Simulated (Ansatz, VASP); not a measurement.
# Cross-check of HfC (HfC strained to the junction's net) between VASP and Ansatz

One calculation is typed for both programs; each brings its own data sets. How far apart do they land? The cell is generated by rule, not measured, and may not be a known phase. The structure shown is the end of the Ansatz relaxation below.

Method: plane waves, with VASP 6.6.1 beside it; single point at PBE, in Ansatz 0.2.0.

The structure was built from a prototype and need not be the compound's stable phase.

## 1. The structure

The structure is tetragonal, space group I4/mmm (No. 139). The conventional cell has a = 3.330 Å, b = 3.330 Å, c = 4.627 Å, α = 90.00°, β = 90.00°, γ = 90.00°. C has 6 Hf at 2.31 to 2.35 Å nearest. Nearest to Hf lie 6 C at 2.31 to 2.35 Å. Farther neighbours are not listed.

## 2. Ansatz: relaxation, PBE

Ansatz runs on its default PAW (the set named soft_2) files.

This run makes the geometry at which the two programs are then compared.

The input, input.yaml:

```yaml
crystal:
  lattice:
    - [3.33, 0.0, 0.0]
    - [0.0, 3.33, 0.0]
    - [0.0, 0.0, 4.6084681861]
  atoms:
    - { symbol: C, position: [0.0, 0.0, 0.0] }
    - { symbol: Hf, position: [0.5, 0.5, 0.0] }
    - { symbol: C, position: [0.5, 0.5, 0.5] }
    - { symbol: Hf, position: [0.0, 0.0, 0.5] }
kpoints:
  mp_grid: { grid: [10, 10, 7] }
scf:
  occupations: { method: fermi_dirac, width: 0.1 }
  max_iter: 150
hamiltonian:
  xc: pbe
relax:
  f_tol: 0.01
  max_steps: 40
  cell: { fix: [a, b, angles] }
```

Started as:

```bash
$ ansatz run input.yaml --threads 4 --pin off --max-ram 16384MiB --backend cpu --events-out ev --progress --plain --runs-dir out
```

Numbers of over 12 decimals in the logs are rounded to 6 here.

The log of the run:

```text
Engine: ansatz 0.2.0, aarch64-unknown-linux-gnu
Pseudopotentials: kind: paw
Pseudopotential: C, paw, valence charge 4, recommended cutoff 420 eV (normal), C.paw.azcp
Pseudopotential: Hf, paw, valence charge 26, recommended cutoff 420 eV (normal), Hf.paw.azcp
Functional definition: PBE
  parameter kappa = 0.804
  parameter beta = 0.066725
  exchange = pbe_x(kappa = kappa, mu = beta*pi^2/3)
  correlation = pbe_c(beta = beta)
Crystal: 4 atoms, lattice volume = 51.103 Å³
Basis set: ecut = 420 eV, 1015 PW (Γ), exchange–correlation on 48×48×64 points (8 copies of the dense FFT grid, shifted against one another)
Bands: 36, of which v1, the nominal top of the filled ones, is band 30 counted from 1 (29 counted from 0)
Symmetry: 32 space group operations
Space group: I4/mmm (ITA 139), of the structure as read, at distance tolerance 3.7e-5 Å
k-points: 84 of 700
Non-local potential: C, projectors of the file, l = 0: 2, l = 1: 2, l = 2: 1
Non-local potential: Hf, projectors of the file, l = 0: 3, l = 1: 2, l = 2: 2, l = 3: 3
PAW form: soft (Blöchl's): semilocal exchange-correlation on the pseudo side does not see the compensation charge
PAW one-centre angular grid: C, 110 points (default); XC on 64 Gauss nodes
PAW one-centre angular grid: Hf, 590 points (default); XC on 64 Gauss nodes
Initial density: superposition of atomic densities (neutral atoms: chi_scale 0, normalization atom), corrected by the library's trained network
Initial wavefunctions: pseudopotential atomic-orbital guess
Functional: x = pbe(κ = 0.804, μ = 0.219515), c = pbe(β = 0.066725)
SCF iter   1: F=—  HF=-31948.266952 eV  |F-HF|=—  |Δ(HF+E_count)|=         —  Δρ=1.73e-3  dr2=1.51e-3  ethr=1.77e-3  ⟨swp⟩=3.8  Hψ=9331  notcnv=0
preconditioner: auto → Kerker (q_TF=auto, 2.802 Å⁻¹)  [metal: Δε(μ)=0.100 eV  Ē_g=17.345 eV  σ=0.100 eV  W_gap=0.24  n_scr=20 (ndim 8)  ℏωp=38.9 eV  f_vac=0.000  D(μ)=0.50/eV (n_scr^D=0)]
SCF iter   2: F=—  HF=-31948.266592 eV  |F-HF|=—  |Δ(HF+E_count)|=   3.60e-4  Δρ=8.25e-4  dr2=1.95e-4  ethr=2.51e-6  ⟨swp⟩=2.2  Hψ=5736  notcnv=0  defer=1
SCF iter   3: F=—  HF=-31948.266641 eV  |F-HF|=—  |Δ(HF+E_count)|=   4.90e-5  Δρ=3.55e-4  dr2=2.55e-5  ethr=3.25e-7  ⟨swp⟩=2.0  Hψ=5295  notcnv=0  defer=1
SCF iter   4: F=—  HF=-31948.266686 eV  |F-HF|=—  |Δ(HF+E_count)|=   4.53e-5  Δρ=1.61e-4  dr2=7.28e-6  ethr=4.25e-8  ⟨swp⟩=3.0  Hψ=6610  notcnv=0  defer=1
SCF iter   5: F=—  HF=-31948.266686 eV  |F-HF|=—  |Δ(HF+E_count)|=   1.59e-7  Δρ=3.71e-5  dr2=3.52e-7  ethr=1.21e-8  ⟨swp⟩=2.0  Hψ=5488  notcnv=0  defer=1
SCF iter   6: F=—  HF=-31948.266686 eV  |F-HF|=—  |Δ(HF+E_count)|=   1.77e-7  Δρ=9.88e-6  dr2=4.30e-8  ethr=1.67e-10  ⟨swp⟩=5.6  Hψ=13591  notcnv=0
SCF iter   7: F=-31948.266686 eV  HF=-31948.266686 eV  |F-HF|=1.76e-8  |Δ(HF+E_count)|=   4.18e-8  Δρ=3.02e-6  dr2=4.83e-9  ethr=7.17e-11  ⟨swp⟩=4.7  Hψ=11262  notcnv=0
SCF 1 converged in 7 iterations: F = -31948.266686 eV  dr2 = 4.83e-9
  greatest PAW one-centre occupation: 0.998 electrons in one spin orbital (limit 2), on the Hf atom at site 3 (counted from 0), in its partial waves of l = 0
relax step   1: F+E_penalty+E_count = -31948.26668620 eV  Δ(F+E_penalty+E_count) = +0.000e0 eV  max|allowed force component| = 1.469e-29 eV/Å  Δτ_max = 0.0000 Å  P = -3.323 GPa  Ω = 51.103 Å³  fix = [a, b, alpha, beta, gamma]  reactions: a -6.030, b -6.030 GPa  (7 SCF iters, dr2 threshold 1.00e-7 eV, accepted)
[...]
relax step   2: F+E_penalty+E_count = -31948.26753505 eV  Δ(F+E_penalty+E_count) = -8.489e-4 eV  max|allowed force component| = 1.230e-29 eV/Å  Δτ_max = 0.0000 Å  P = -4.517 GPa  Ω = 51.362 Å³  energy of the carried Pulay correction = -3.925e-4 eV  fix = [a, b, alpha, beta, gamma]  reactions: a -6.508, b -6.508 GPa  (6 SCF iters, dr2 threshold 4.00e-7 eV, accepted)
[...]
relax step   3: F+E_penalty+E_count = -31948.26770486 eV  Δ(F+E_penalty+E_count) = -1.698e-4 eV  max|allowed force component| = 7.975e-30 eV/Å  Δτ_max = 0.0000 Å  P = -4.278 GPa  Ω = 51.310 Å³  energy of the carried Pulay correction = -3.128e-4 eV  fix = [a, b, alpha, beta, gamma]  reactions: a -6.410, b -6.410 GPa  (4 SCF iters, dr2 threshold 4.00e-7 eV, accepted)
[...]
relax step   4: F+E_penalty+E_count = -31948.26801881 eV  Δ(F+E_penalty+E_count) = -3.139e-4 eV  max|allowed force component| = 2.263e-29 eV/Å  Δτ_max = 0.0000 Å  P = -4.273 GPa  Ω = 51.310 Å³  fix = [a, b, alpha, beta, gamma]  reactions: a -6.407, b -6.407 GPa  stress off target by 4.42e-3 GPa on what of the cell is left free  SCF on the basis re-selected at this cell (its energy is not comparable with the rows above)  (6 SCF iters)
basis re-selected at this cell: Δ(F+E_penalty+E_count) = -3.139e-4 eV, ΔP = +0.005 GPa vs the last step (what re-selecting the basis moved, of the pressure what is left beyond the Pulay correction that the steps carried, after the strain that the cell walked since its last selection, with what the two solves' SCF thresholds leave and, on support functions, any second-order correction that the steps lacked; it is no m [...]
SCF converged after 6 iterations
Free energy (F): -31948.268019 eV
Harris-Foulkes:  -31948.268019 eV  (|F-HF|=0.00e0)
Internal energy: -31948.250726 eV  (E = F + TS)
E sigma→0 (E₀):  -31948.259372 eV
Entropy (-TS):   -0.017293 eV (-4.323 meV/atom)
Fermi energy:    19.697412 eV
--- Per-component energies (eV) ---
  E_band       = 193.997265
  E_kinetic    = 1019.757988
  E_local      = -10085.283577  (includes V_loc(G=0)·N_el)
  E_nonlocal   = -2434.357509
  E_hartree    = 4756.278262
  E_xc         = -696.894025
  E_vxc        = -652.654159  (∫ρ·V_xc dr)
  E_paw        = -14052.696300  (= ΣΔE_a)
  E_vpaw       = 2833.977916  (= ΣTr[D̂ρ^β])
  E_aug_tail   = 0.000011  (compensation charges beyond the density's cutoff)
  E_ewald      = -10455.055576
  E_smearing   = -0.017293  (= −TS)
  E_closure    = 0.000000  (closes the sum)
  Σ components = -31948.268019   (vs F -31948.268019, Δ=0.00e0)
--- Forces (eV/Å), atoms counted from 1 ---
  atom   1  C      0.00000000     0.00000000     0.00000000
  atom   2  Hf     0.00000000     0.00000000     0.00000000
  atom   3  C      0.00000000     0.00000000     0.00000000
  atom   4  Hf     0.00000000     0.00000000     0.00000000
  max |Σ_I F_I| component: 4.83e-29 eV/Å
--- Stress (GPa, compression-positive) ---
       -6.407155       0.000000       0.000000
        0.000000      -6.407155       0.000000
        0.000000       0.000000      -0.004422
  P = ⅓ Tr σ = -4.2729 GPa (-42.729 kbar)
--- Relaxed structure (3 steps of the walk, 3 accepted, 1 SCFs on fresh bases) ---
  F+E_penalty+E_count = -31948.26801881 eV   max|allowed force component| = 2.263e-29 eV/Å   (the final SCF, on the basis selected at the relaxed cell)
  cell:  # Å, volume = 51.3095 Å³
    - [3.33, 0, 0.0]
    - [0, 3.33, 0.0]
    - [0.0, 0.0, 4.627106]
  atoms:
    - { symbol: C, position: [0.0, 0.0, 0.0] }
    - { symbol: Hf, position: [0.5, 0.5, 0.0] }
    - { symbol: C, position: [0.5, 0.5, 0.5] }
    - { symbol: Hf, position: [0.0, 0.0, 0.5] }
```

In the SCF lines HF is the Harris–Foulkes energy and dr2 the Hartree energy of the density residual, in eV; the loop may stop once dr2 is under the threshold and the program's other checks hold. Hψ counts applications of the Hamiltonian.

## 3. VASP: single point, PBE

The same cell, functional, mesh and smearing now go to VASP, with its own data sets.

Lines of VASP's logs that name or quote its potential files are left out, and so is its time.

The input, INCAR:

```
SYSTEM = HfC
PREC = Accurate
ENCUT = 600
EDIFF = 1E-06
NELM = 120
ISMEAR = -1
SIGMA = 0.1
LREAL = .FALSE.
ALGO = Normal
GGA = PE
NBANDS = 20
LASPH = .TRUE.
LORBIT = 11
LWAVE = .FALSE.
LCHARG = .FALSE.
ISIF = 2
GGA_COMPAT = .FALSE.
```

The input, POSCAR:

```
HfC
1.0
    3.3300000000      0.0000000000      0.0000000000
    0.0000000000      3.3300000000      0.0000000000
    0.0000000000      0.0000000000      4.6271055362
C Hf
2 2
Direct
    0.0000000000      0.0000000000      0.0000000000
    0.5000000000      0.5000000000      0.5000000000
    0.5000000000      0.5000000000      0.0000000000
    0.0000000000      0.0000000000      0.5000000000
```

The input, KPOINTS:

```
Automatic mesh
0
Gamma
10 10 7
0 0 0
```

Potentials, in the order of the species: C and Hf_pv (PBE family, release 64).

Started as:

```bash
$ mpirun -np 1 vasp_std
```

The log of the run:

```text
[banner, memory and clock lines left out]
running    1 mpi-ranks, on    1 nodes
 distrk:  each k-point on    1 cores,    1 groups
 distr:  one band on    1 cores,    1 groups

 POSCAR found type information on POSCAR C Hf
 POSCAR found :  2 types and       4 ions
 LDA part: xc-table for (Slater+PW92), standard interpolation
 POSCAR, INCAR and KPOINTS ok, starting setup
 FFT: planning ... GRIDC
 FFT: planning ... GRID_SOFT
 FFT: planning ... GRID
 WAVECAR not read
 entering main loop
       N       E                     dE             d eps       ncg     rms          rms(c)
DAV:   1     0.949964883772E+02    0.94996E+02   -0.17114E+04  3360   0.154E+03
DAV:   2    -0.427908503153E+02   -0.13779E+03   -0.13248E+03  4312   0.320E+02
DAV:   3    -0.484121860805E+02   -0.56213E+01   -0.55352E+01  4336   0.465E+01
DAV:   4    -0.484743844440E+02   -0.62198E-01   -0.62129E-01  4364   0.517E+00
DAV:   5    -0.484749885682E+02   -0.60412E-03   -0.60404E-03  4168   0.448E-01    0.776E+01
DAV:   6    -0.422184230687E+02    0.62566E+01   -0.44419E+01  3752   0.255E+01    0.551E+01
DAV:   7    -0.421061700915E+02    0.11225E+00   -0.23197E+00  3908   0.830E+00    0.265E+01
DAV:   8    -0.420856017072E+02    0.20568E-01   -0.12847E-01  4068   0.243E+00    0.530E+00
DAV:   9    -0.420750691116E+02    0.10533E-01   -0.67782E-02  3832   0.122E+00    0.339E+00
DAV:  10    -0.420739469675E+02    0.11221E-02   -0.50180E-03  4132   0.426E-01    0.179E-01
DAV:  11    -0.420739249378E+02    0.22030E-04   -0.51102E-04  3920   0.124E-01    0.576E-02
DAV:  12    -0.420739189732E+02    0.59646E-05   -0.13205E-05  4020   0.259E-02    0.447E-02
DAV:  13    -0.420739182444E+02    0.72880E-06   -0.10369E-06  2360   0.731E-03
   1 F= -.42073918E+02 E0= -.42065338E+02  d E =-.171607E-01
```

From OUTCAR (step 3):

```text
ion  position               nearest neighbor table
   1  0.000  0.000  0.000-   4 2.31   4 2.31   3 2.35   3 2.35   3 2.35   3 2.35
   2  0.500  0.500  0.500-   3 2.31   3 2.31   4 2.35   4 2.35   4 2.35   4 2.35
   3  0.500  0.500  0.000-   2 2.31   2 2.31   1 2.35   1 2.35   1 2.35   1 2.35   4 3.30   4 3.30
                             4 3.30   4 3.30   4 3.30   4 3.30   4 3.30   4 3.30
   4  0.000  0.000  0.500-   1 2.31   1 2.31   2 2.35   2 2.35   2 2.35   2 2.35   3 3.30   3 3.30
                             3 3.30   3 3.30   3 3.30   3 3.30   3 3.30   3 3.30

  LATTYP: Found a simple tetragonal cell.
 ALAT       =     3.3300000000
 C/A-ratio  =     1.3895211820

 Subroutine GETGRP returns: Found 16 space group operations
 (whereof 16 operations were pure point group operations)

The static configuration has the point symmetry D_4h.

 Found     84 irreducible k-points:

   k-points           NKPTS =     84   k-points in BZ     NKDIM =     84   number of bands    NBANDS=     20

   dimension x,y,z NGX =    28 NGY =   28 NGZ =   40
   dimension x,y,z NGXF=    56 NGYF=   56 NGZF=   80

   ENCUT  =  600.0 eV  44.10 Ry    6.64 a.u.   6.65  6.65  9.24*2*pi/ulx,y,z

   NELECT =      28.0000    total number of electrons

 k-points in reciprocal lattice and weights: Automatic mesh
   0.00000000  0.00000000  0.00000000       0.001
   0.10000000  0.00000000  0.00000000       0.006
   0.20000000  0.00000000  0.00000000       0.006
   0.30000000  0.00000000  0.00000000       0.006
   0.40000000  0.00000000  0.00000000       0.006
   0.50000000  0.00000000  0.00000000       0.003
   0.10000000  0.10000000  0.00000000       0.006
   0.20000000  0.10000000  0.00000000       0.011
   0.30000000  0.10000000  0.00000000       0.011
[...]
0.50000000  0.40000000  0.42857143       0.011
   0.50000000  0.50000000  0.42857143       0.003

 average (electrostatic) potential at core
       1 -47.8184       2 -47.8184       3 -35.7985       4 -35.7985

 E-fermi :   5.7983

 k-point     1 :       0.0000    0.0000    0.0000
  band No.  band energies     occupation
    ...
      8      -4.5030      2.00000
      9       3.3182      2.00000
     10       4.0681      2.00000
     11       5.6099      1.73605
     12       5.6099      1.73605
     13       6.7562      0.00014
     14       6.7562      0.00014
     15       6.8417      0.00006
     16       7.1230      0.00000
     17       7.1230      0.00000
    ...

 k-point     2 :       0.1000    0.0000    0.0000
  band No.  band energies     occupation
    ...
      9       3.2912      2.00000
     10       3.7042      2.00000
     11       5.2573      1.99109
     12       5.7617      1.18103
     13       5.8850      0.59155
     14       5.9884      0.25991
     15       6.1003      0.09303
     16       7.2233      0.00000
     17       7.7679      0.00000
     18       7.8677      0.00000
    ...

 k-point     3 :       0.2000    0.0000    0.0000
  band No.  band energies     occupation
    ...
     10       3.2315      2.00000
     11       4.3494      2.00000
     12       4.5360      1.99999
     13       4.8903      1.99977
     14       5.2283      1.99333
     15       6.6930      0.00026
     16       7.5204      0.00000
     17       8.4357      0.00000
     18       8.6711      0.00000
     19      10.4418      0.00000
    ...

  Total       -2.3114456     -2.3114456     -0.2420820      0.0000000      0.0000000      0.0000000
  in kB      -72.1765946    -72.1765946     -7.5591884      0.0000000      0.0000000      0.0000000
  external PRESSURE =     -50.6374592 kB  Pullay stress =       0.0000000 kB

  energy-cutoff  :      600.00
  volume of cell :       51.31
      direct lattice vectors                 reciprocal lattice vectors
     3.330000000  0.000000000  0.000000000     0.300300300  0.000000000  0.000000000
     0.000000000  3.330000000  0.000000000     0.000000000  0.300300300  0.000000000
     0.000000000  0.000000000  4.627105536     0.000000000  0.000000000  0.216117828

 POSITION                                       TOTAL-FORCE (eV/Angst)
 -----------------------------------------------------------------------------------
      0.00000      0.00000      0.00000        -0.000000     -0.000000     -0.000000
      1.66500      1.66500      2.31355        -0.000000     -0.000000     -0.000000
      1.66500      1.66500      0.00000         0.000000      0.000000      0.000000
      0.00000      0.00000      2.31355        -0.000000     -0.000000      0.000000
 -----------------------------------------------------------------------------------
    total drift:                                0.000000      0.000000     -0.000000

  FREE ENERGIE OF THE ION-ELECTRON SYSTEM (eV)
  ---------------------------------------------------
  free  energy   TOTEN  =       -42.0739182444 eV

  energy  without entropy=      -42.0567575055  energy(sigma->0) =      -42.06533787

 total charge
# of ion       s       p       d       tot
------------------------------------------
    1        0.869   1.503   0.000   2.372
    2        0.869   1.503   0.000   2.372
    3        0.306   6.596   1.628   8.530
    4        0.306   6.596   1.628   8.530
--------------------------------------------------
tot          2.350  16.198   3.256  21.804

[... 3 further parts left out ...]
```

The run ends at a pressure of -5.06 GPa.

## 4. Differences

Known differences besides the potentials themselves: the data sets hold 60 valence electrons in Ansatz (on its default PAW (the set named soft_2) files) and 28 in VASP; the cutoff is 420 eV in Ansatz and 600 eV in VASP; Ansatz's pressure holds a Pulay correction, VASP's none. Total energies have different zeros and are not compared.

The two programs side by side:

```csv
quantity,Ansatz,VASP,difference
pressure (GPa),-4.27,-5.06,+0.79
```

## 5. Summary of results

| Property | Result |
| --- | --- |
| difference in pressure (single point, PBE) | 0.79 GPa |

What this shows: The difference in pressure is 0.79 GPa (single point, PBE), within the 1 GPa picked in this series as the mark of a large difference. The data sets hold unlike numbers of valence electrons (60 in Ansatz and 28 in VASP), so part of the differences comes from the potentials. How closely two codes agree says nothing of how well the functional describes the real material.

[Lines on the potential files, build, host, timing and source positions are cut from VASP's logs without a mark.]

[Logs are printed without paths, hosts, clocks, repeated set-up lines and the standing remarks that a program may print on its own settings, such as how far it seeks lower states.]

[Hosts, paths, dates, database ids (printed as entryN), source tags and the programs' standing remarks are cut or masked in the printed files.]
